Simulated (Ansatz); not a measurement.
## Relaxing TaN

Method: DFT r2SCAN, scalar-relativistic, plane waves, PAW in Ansatz 0.2.0. (500 eV cutoff, 12×12×12 k-mesh, Gaussian smearing of 0.10 eV, no spin polarisation)

What was changed: relaxed at 60 GPa.

Spin–orbit coupling is left out, which can shift energies with elements as heavy as these.

Other phases may be more stable at this pressure.

Command:

```bash
ansatz run input.yaml --threads 1 --pin off --max-ram 2560MiB --backend cpu --events-out ev --progress --plain --runs-dir out
```

Input:

```yaml
crystal:
  lattice:
    - [4.9523311509, 0.0, 0.0]
    - [-2.4761655755, 4.2888445846, 0.0]
    - [0.0, 0.0, 2.7862937076]
  atoms:
    - { symbol: Ta, position: [0.3333333333, 0.6666666667, 0.5] }
    - { symbol: Ta, position: [0.6666666667, 0.3333333333, 0.5] }
    - { symbol: Ta, position: [0.0, 0.0, 0.0] }
    - { symbol: "N", position: [0.3956796395, 0.0, 0.0] }
    - { symbol: "N", position: [0.6043203605, 0.6043203605, 0.0] }
    - { symbol: "N", position: [0.0, 0.3956796395, 0.0] }
basis:
  ecutwfc: 500
kpoints:
  mp_grid: { grid: [12, 12, 12] }
hamiltonian:
  xc: r2scan
scf:
  occupations: { method: gaussian, width: 0.1 }
output:
  forces: true
  stress: true
  eigenvalues: true
relax:
  adjacent_minimum: "off"
  f_tol: 0.008
  max_steps: 50
  cell: { stress_tol: 0.08, p_target: 60.0 }
```

F is the free energy. Steps run on the plane waves of an earlier cell, but the last one, and at times one on the way, on a freshly chosen basis, so a repeated geometry can differ a little in energy. The relaxation lowers the enthalpy F + PV at the target pressure, so F itself can rise.

Steps:

| step | F − F(1) (eV) | largest force component (eV/Å) | V (Å³/atom) | P (GPa) |
| --- | --- | --- | --- | --- |
| 1 | 0.0000 | 0.284 | 9.863 | 62.33 |
| 2 | -0.1078 | 0.018 | 9.910 | 58.94 |
| 3 | -0.0874 | 0.041 | 9.899 | 59.78 |
| 4 | -0.0632 | 0.015 | 9.888 | 60.33 |
| 5 | -0.0781 | 0.001 | 9.895 | 59.97 |
| 6 | -0.0782 | 0.001 | 9.895 | 59.97 |

Relaxed structure:

```
CELL_PARAMETERS angstrom
4.94989 0.00000 0.00000
-2.47494 4.28673 0.00000
0.00000 0.00000 2.79796
ATOMIC_POSITIONS crystal
Ta 0.33333 0.66667 0.50000
Ta 0.66667 0.33333 0.50000
Ta 0.00000 0.00000 0.00000
N 0.39805 0.00000 0.00000
N 0.60195 0.60195 0.00000
N 0.00000 0.39805 0.00000
```

Symmetry: P-62m, No. 189, hexagonal system. The conventional cell has a = 4.950 Å, b = 4.950 Å, c = 2.798 Å, α = 90.00°, β = 90.00°, γ = 120.00°. Ta (site symmetry -6) has 6 N at 2.06 Å as nearest neighbours. Around Ta (site symmetry -62m) lie 3 N at 1.97 Å. N (site symmetry m2m) has 5 Ta at 1.97 to 2.06 Å as nearest neighbours.

The run converged. It took 2.3 min on 1 thread of Intel(R) Xeon(R) 6975P-C (Granite Rapids), on a shared host, peak memory 0.69 GiB.